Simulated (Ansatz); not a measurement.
# Mg: the cost of one run

Method: DFT PBEsol, scalar-relativistic, plane waves, PAW, in Ansatz 0.2.0.

1 further run of the same task is left out (it didn't finish).

## Step 1: The starting structure

It takes space group Fm-3m (No. 225, cubic). The conventional cell has a = 4.489 Å, b = 4.489 Å, c = 4.489 Å, α = 90.00°, β = 90.00°, γ = 90.00°. Mg (site symmetry m-3m) is surrounded by 12 Mg at 3.17 Å.

Coordinates:

```
CELL_PARAMETERS angstrom
0.00000 2.24426 2.24426
2.24426 0.00000 2.24426
2.24426 2.24426 0.00000
ATOMIC_POSITIONS crystal
Mg 0.00000 0.00000 0.00000
```

The structure comes from the Materials Project (structure only).

## Step 2: Functional and cell changed: PBEsol

What differs from the listed cell: strain xx, yy, zz, yz, xz, xy = +1.2, +1.2, +1.2, +0.0, +0.0, +0.0 %.

File input.yaml:

```yaml
crystal:
  lattice:
    - [0.0, 2.270626008, 2.270626008]
    - [2.270626008, 0.0, 2.270626008]
    - [2.270626008, 2.270626008, 0.0]
  atoms:
    - { symbol: Mg, position: [0.0, 0.0, 0.0] }
basis:
  ecutwfc: 420
kpoints:
  mp_grid: { grid: [16, 16, 16] }
hamiltonian:
  xc: pbesol
scf:
  occupations: { method: gaussian, width: 0.1 }
output:
  forces: true
  stress: true
  eigenvalues: true
```

Launch:

```console
> ansatz run input.yaml --threads 1 --pin off --max-ram 1331MiB --backend cpu --events-out ev --progress --plain --runs-dir out
```

What time and memory should one allow on 1 thread of an x86-64 CPU, shared host?

About 3.3 s, with a peak of 0.31 GiB.
